**Question**

I am looking at this map of two SnO layers, in which the upper one is slid sideways over the lower one at a fixed height. The energy changes so smoothly that fifteen calculations seem too many for what they tell. Is there a way to estimate the energy of any slide by hand, from two or three stackings that are easy to picture? And how far could I trust it, say for the barrier against sliding?

Ansatz 0.2.0, PBE-D3(BJ), PAW, plane-wave cutoff 420 eV, 7×7×1 k mesh, Gaussian smearing 0.05 eV, no spin polarization, dipole correction along z. SnO bilayer, rigid layers with facing planes 4.1 Å apart; slides are fractions of the cell vectors, counted from Sn above Sn. Energies are per 8-atom cell; the normal force is that on the upper layer, positive when pushed away.

```
slide u (fractional)  slide v (fractional)  energy over the lowest point of the map (eV)  normal force (eV/Å)
              0.0000                0.0000                                         0.110                0.128
              0.0000                0.1250                                         0.098                0.095
              0.0000                0.2500                                         0.070                0.022
              0.0000                0.3750                                         0.043               -0.044
              0.0000                0.5000                                         0.033               -0.069
              0.1250                0.1250                                         0.087                0.066
              0.1250                0.2500                                         0.061                0.001
              0.1250                0.3750                                         0.037               -0.058
              0.1250                0.5000                                         0.028               -0.081
              0.2500                0.2500                                         0.042               -0.048
              0.2500                0.3750                                         0.023               -0.092
              0.2500                0.5000                                         0.016               -0.109
              0.3750                0.3750                                         0.010               -0.122
              0.3750                0.5000                                         0.004               -0.133
              0.5000                0.5000                                         0.000               -0.143
```

**Answer**

Yes. Three calculations are enough: the stacking with tin above tin, the one halfway along a cell edge, and the lowest one, which sets the zero. The energy of every other slide is close to a weighted mean of these three, with weights that come from a cosine.

**Three stackings to picture**

Each layer turns a square net of tin atoms towards the other. Let $u$ and $v$ be the slides along the two cell edges, as fractions of an edge. At $(0,0)$, the top, each tin of the upper layer sits straight above a tin of the lower one. At $(0,\tfrac12)$, the bridge, it sits above the midpoint between two tins, and at $(\tfrac12,\tfrac12)$, the hollow, above the centre of a square of four.

The facing planes are 4.1 Å apart, so this is also the tin–tin distance at the top. It grows to 4.52 Å at the bridge and 4.91 Å at the hollow. The energy over the lowest point of the map falls in the same order, from 110 meV per cell at the top through 33 meV at the bridge to zero at the hollow.

**Why the top is high**

Divalent tin carries a lone pair of electrons, which in these layers points outwards into the gap. When two filled shells overlap, the Pauli principle forces electrons into states of higher energy, and this repulsion drops steeply with distance. The top brings the lone pairs closest together. That is the likely chemical cause of the order. Electrostatic forces between the layers also change with the slide, and the map does not split the energy into such parts.

The normal force shows how quickly the cost of a bad stacking grows as the layers approach. It is positive when the layers push each other apart, and it rises with the energy through the whole table, from −0.143 eV/Å at the hollow to 0.128 eV/Å at the top. The difference between two such forces is the rate at which the energy difference between the stackings grows as the layers approach. Bringing them 0.1 Å closer would therefore raise the top by about 27 meV over the hollow, a quarter of its present height.

**Why the bridge is not halfway up**

Two limits show what the bridge energy means. Suppose first that the repulsion were so steep that it died out between 4.1 and 4.5 Å. Then only slides that leave tin more or less above tin would cost anything, and the map would be a flat plain with separate hills. The bridge would lie as low as the hollow.

Now suppose that the layers were far apart. Short ripples in the energy fade faster with height than long ones, so only the longest would survive, one cosine along each edge. The two directions would then act independently. Going from hollow to bridge would cost as much as going from bridge to top, and the bridge would lie exactly halfway up.

The calculated bridge stands at 30% of the top, between these limits. The hills are narrower than independent cosines would make them, but still broad enough for a smooth formula. What has to be added is the next ripple, the product of the two cosines.

**The rule**

Define

$$p=\cos^2(\pi u),\qquad q=\cos^2(\pi v).$$

Each is 1 when the tins line up along that edge, 0 when they are half a cell out of line, and ½ at a quarter slide. With $T$ for the top energy, $B$ for the bridge energy and the hollow as zero,

$$E(u,v)=T\,pq+B\,(p+q-2pq).$$

The factor $pq$ is the share of the top, the bracket is the share of the bridge, and the rest belongs to the hollow. Writing $c_u=\cos 2\pi u$ and $c_v=\cos 2\pi v$, so that $p=(1+c_u)/2$ and $q=(1+c_v)/2$, turns the rule into

$$E=\frac{T+2B}{4}+\frac{T}{4}(c_u+c_v)+\frac{T-2B}{4}\,c_u c_v .$$

The product term vanishes when $B=T/2$, which is the limit of distant layers. Its size tells how much narrower the hills have become.

**Two slides worked by hand**

Take $(\tfrac18,\tfrac38)$. Here $p=0.854$ and $q=0.146$, so $pq=0.125$ and the share of the bridge is $1-0.25=0.75$. Then

$$E=110\times0.125+33\times0.75=13.75+24.75\approx 39\ \text{meV}.$$

The calculation gives 37 meV.

At $(\tfrac14,\tfrac14)$ both $p$ and $q$ are one half. The top has a share of one quarter and the bridge one half, so $E=27.5+16.5=44$ meV, against 42 meV in the table. Neither of these slides was used to set the constants.

**How good it is**

The constants are the top and bridge energies as they stand in the table, which leaves twelve slides as a test. The largest miss is 2.4 meV, about 2% of the top energy, as the output below shows. Independent cosines with the same top put the bridge at 55 meV, far above the calculated 33 meV. Even when they are fitted to all fifteen rows, they are wrong by 11 meV at the top.

Wherever the rule misses by more than the rounding of the table, it is too high. A steep repulsion would explain the direction. The calculated hills fall away from their summits a little faster than the rule allows, so the slopes between the special stackings lie slightly lower. Still shorter ripples would mend this, at the price of more constants.

The same weights also reproduce the normal force, to within 0.01 eV/Å, once the forces at top, bridge and hollow are put in. So the weights express the square symmetry and the smoothness of the map, whatever the force behind it. The chemistry sits in the constants, and a good fit of the rule is no evidence for lone pairs.

**The barrier, and where the rule stops**

For sliding from one hollow to the next, the number to use is $B$, not $T$. The easy path keeps one slide at ½ and crosses the bridge, which is a saddle: downhill along the path and uphill to either side. The barrier is thus 33 meV per cell at this height. A flake that slips as one rigid piece pays it for every cell at once, so a small value per cell does not mean that a large flake moves easily.

Near the hollow, trust the rule in meV and not in per cent, because a miss of 1 meV is a large part of a small energy. The accuracy quoted above is also measured against this calculation, not against nature. Another functional or dispersion correction would shift $T$ and $B$ themselves. Nor does the map show how far two single layers can stand for thick slabs, because only this one bilayer was calculated. The makers of the data give 0.05 to 0.1 eV as a general error for thin slabs, but that figure comes from their tests on other systems, not from these runs. I would expect much of any such error to cancel between stackings that differ only in the slide, though this has not been tested here.

The firmest limit is the height, because $T$ and $B$ belong to rigid layers 4.1 Å apart. For a small change the forces supply the correction: at 4.0 Å, $T$ becomes about $110+27=137$ meV and $B$ about $33+7=40$ meV. For larger steps this straight-line estimate fails, since the repulsion is steep, and both constants have to be calculated anew.

The facing planes are held much wider apart here than in bulk SnO, so 33 meV is not the barrier of layers at their resting distance. If the layers may choose their own height, the barrier changes. Rigid maps often overstate barriers, but here the opposite is likely. The hollow is pulled inwards about twice as strongly as the bridge, so it should gain more energy by closing the gap, and the climb out of it should grow. This follows from the forces at one height and has not been tested by relaxing the layers.

Output of the analysis:

```
Rule against calculation:
    row          p          q  top weight  bridge weight   rule meV  calculated meV  rule less calculated meV
    0.0          1          1           1              0        110             110                         0
    0.0          1     0.8536      0.8536         0.1464      98.72              98                    0.7236
    0.0          1        0.5         0.5            0.5       71.5              70                       1.5
    0.0          1     0.1464      0.1464         0.8536      44.28              43                     1.276
    0.0          1  3.749e-33   3.749e-33              1         33              33                         0
  0.125     0.8536     0.8536      0.7286           0.25      88.39              87                     1.391
  0.125     0.8536        0.5      0.4268            0.5      63.45              61                     2.445
  0.125     0.8536     0.1464       0.125           0.75       38.5              37                       1.5
  0.125     0.8536  3.749e-33     3.2e-33         0.8536      28.17              28                    0.1673
   0.25        0.5        0.5        0.25            0.5         44              42                         2
   0.25        0.5     0.1464     0.07322            0.5      24.55              23                     1.555
   0.25        0.5  3.749e-33   1.875e-33            0.5       16.5              16                       0.5
  0.375     0.1464     0.1464     0.02145           0.25      10.61              10                    0.6091
  0.375     0.1464  3.749e-33   5.491e-34         0.1464      4.833               4                    0.8327
    0.5  3.749e-33  3.749e-33   1.406e-65      7.499e-33  2.475e-31               0                 2.475e-31
Bridge energy as percentage of top energy (%): 30
Largest miss of the rule (meV): 2.445
Rms miss over the twelve rows not used (meV): 1.364
Largest miss as percentage of the top energy (%): 2.223
Bridge energy from independent cosines (meV): 55
Largest miss of independent cosines anchored at the top (meV): 22
fit of result_energy on 15 rows: constant -0.01059 +/- 0.0037, coefficient of psum 0.05473 +/- 0.0032; rms 0.00688, worst 0.0 -0.0111, leave-one-out rms 0.00827
Largest miss of independent cosines when fitted (meV): 11.14
Nearest tin-tin distance across the gap at the bridge (angstrom): 4.523
Nearest tin-tin distance across the gap at the hollow (angstrom): 4.91
Normal force at top less that at hollow (eV/angstrom): 0.271
Largest miss of the same weights for the force (eV/angstrom): 0.00975
Rise of top energy for layers 0.1 angstrom closer, first order (meV): 27.1
The same rise as percentage of the top energy (%): 24.64
Rise of bridge energy for layers 0.1 angstrom closer, first order (meV): 7.4
```
